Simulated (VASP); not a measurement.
Crystal: Si.

```
Si
1.0
     2.62054    0.00000    0.00000
    -1.31027    2.26946    0.00000
     0.00000    0.00000    2.46635
Si
1
Cartesian
  0.0000 0.0000 0.0000
```

This isn't the form of Si at room conditions, which is diamond.

| Quantity | Value |
| --- | --- |
| Program | VASP 6.6.1 |
| Task | relaxation of cell and atoms |
| Functional | PBE |
| Potentials or basis | VASP PAW PBE potentials, release 64 (Si) |
| Cutoff | 580 eV |
| k mesh | 12 × 12 × 11 |
| Occupations | fermi-dirac, width 0.05 eV |
| Spin | no spin polarisation |

At the start: pressure 3.0 GPa; volume 14.67 Å³/atom.

Question: How do energy, volume and symmetry change on relaxing?

Answer: Over 3 steps the energy falls by 4.9 meV/atom and the volume is 15.03 Å³/atom (+2.5 %); space group P6/mmm (No. 191, to 0.05 Å).

The path:
| step | energy change (eV) | largest force (eV/Å) | pressure (GPa) | volume (Å³) |
| --- | --- | --- | --- | --- |
| 1 | 0.0000 | 0.0000 | 3.04 | 14.67 |
| 2 | -0.0030 | 0.0000 | -1.60 | 15.26 |
| 3 | -0.0049 | 0.0000 | 0.07 | 15.03 |

Final structure:
```xyz
1
Lattice="2.6318 0.0000 0.0000 -1.3159 2.2792 0.0000 0.0000 0.0000 2.5060" Properties=species:S:1:pos:R:3 pbc="T T T"
Si    0.0000    0.0000    2.5060
```
